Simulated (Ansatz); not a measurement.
# BaHfO3: band gap under strain

Aim: follow the gap of BaHfO3 (cubic perovskite) through these states: -2.0 % equal strain in all directions; -1.0 % equal strain in all directions; +1.0 % equal strain in all directions. The table at the end shows which levels were run.

Code: Ansatz 0.2.0. PAW datasets, plane waves. Calculated at 0 K for a non-magnetic cell.

**1. The structure to begin with**

The unstrained cell was relaxed with r2SCAN; in each strained cell the atoms were relaxed again with r2SCAN. Names of k-points are those of the unstrained zone, where strain can split equivalent points. First state: -2.0 % equal strain in all directions.

The symmetry is Pm-3m (No. 221, cubic); conventional cell a = 4.094 Å, 13.72 Å³ an atom. Near Ba stand 12 O at 2.89 Å; near Hf stand 6 O at 2.05 Å; near O stand 2 Hf at 2.05 Å and 4 Ba at 2.89 Å.

Structure file:

```cif
data_structure
_symmetry_space_group_name_H-M 'P 1'
_symmetry_Int_Tables_number 1
_cell_length_a 4.0935
_cell_length_b 4.0935
_cell_length_c 4.0935
_cell_angle_alpha 90.000
_cell_angle_beta 90.000
_cell_angle_gamma 90.000
_cell_volume 68.59
loop_
_atom_site_label
_atom_site_type_symbol
_atom_site_fract_x
_atom_site_fract_y
_atom_site_fract_z
_atom_site_occupancy
Ba1 Ba 0.00000 0.00000 0.00000 1
Hf1 Hf 0.50000 0.50000 0.50000 1
O1 O 0.50000 0.50000 0.00000 1
O2 O 0.50000 0.00000 0.50000 1
O3 O 0.00000 0.50000 0.50000 1
```

From earlier runs on the unstrained cell: PBE 3.66 eV, r2SCAN 4.19 eV, HSE06 5.18 eV, r2SCAN+SOC 4.10 eV; a = 4.177 Å.

**2. -2.0 % equal strain in all directions: PBE**

input.yaml reads:

```yaml
crystal:
  lattice:
    - [4.0935175954, 0.0, 0.0]
    - [0.0, 4.0935175954, 0.0]
    - [0.0, 0.0, 4.0935175954]
  atoms:
    - { symbol: Ba, position: [0.0, 0.0, 0.0] }
    - { symbol: Hf, position: [0.5, 0.5, 0.5] }
    - { symbol: O, position: [0.5, 0.5, 0.0] }
    - { symbol: O, position: [0.5, 0.0, 0.5] }
    - { symbol: O, position: [0.0, 0.5, 0.5] }
kpoints:
  mp_grid: { grid: [6, 6, 6] }
  band_path:
    path:
      - [0.0, 0.0, 0.0]
      - [0.0, 0.5, 0.0]
      - [0.5, 0.5, 0.0]
      - [0.5, 0.5, 0.5]
      - [0.484375, -0.5, -0.5]
    npoints: 1
hamiltonian:
  xc: pbe
scf:
  occupations: { method: fermi_dirac, width: 0.02 }
  n_extra_bands: 5
output:
  forces: true
  stress: true
  eigenvalues: true
  write_density: true
  write_potential: true
  elf: true
  volumetric_format: npy
```

Started as:

```sh
ansatz run input.yaml --threads 2 --pin off --max-ram 29491MiB --backend cpu --events-out ev --progress --plain --runs-dir out
```

Further steps of the session: -2.0 % equal strain in all directions: r2SCAN; -2.0 % equal strain in all directions: HSE06; -2.0 % equal strain in all directions: r2SCAN+SOC; -2.0 % equal strain in all directions: r2SCAN; -1.0 % equal strain in all directions: PBE; -1.0 % equal strain in all directions: r2SCAN; -1.0 % equal strain in all directions: HSE06; -1.0 % equal strain in all directions: r2SCAN+SOC; -1.0 % equal strain in all directions: r2SCAN; +1.0 % equal strain in all directions: PBE; +1.0 % equal strain in all directions: r2SCAN; +1.0 % equal strain in all directions: HSE06; +1.0 % equal strain in all directions: r2SCAN+SOC; +1.0 % equal strain in all directions: r2SCAN.

Before running it: what results should come out?

As calculated:

Least gap in eV (negative: overlap), with the change from the unstrained cell in brackets:

| state | volume change (%) | PBE | r2SCAN | HSE06 |
| --- | --- | --- | --- | --- |
| -2.0 % equal strain in all directions | -5.9 | 3.78 (+0.12) | 4.33 (+0.14) | 5.31 (+0.13) |
| -1.0 % equal strain in all directions | -3.0 | 3.73 (+0.07) | 4.26 (+0.07) | 5.24 (+0.06) |
| +1.0 % equal strain in all directions | +3.0 | 3.60 (-0.06) | 4.12 (-0.07) | 5.11 (-0.07) |

With HSE06, of the states in the table -2.0 % equal strain in all directions shifts the gap most, by +0.133 eV. PBE and HSE06 differ by 1.51 eV on the unstrained gap, and by at most 0.01 eV on its change: the two disagree on the size of the gap but agree on its response to strain. Spin-orbit coupling is left out of the table, though the cell holds Hf (Z = 72); in an element this heavy it can shift bands and gaps by tenths of an eV.
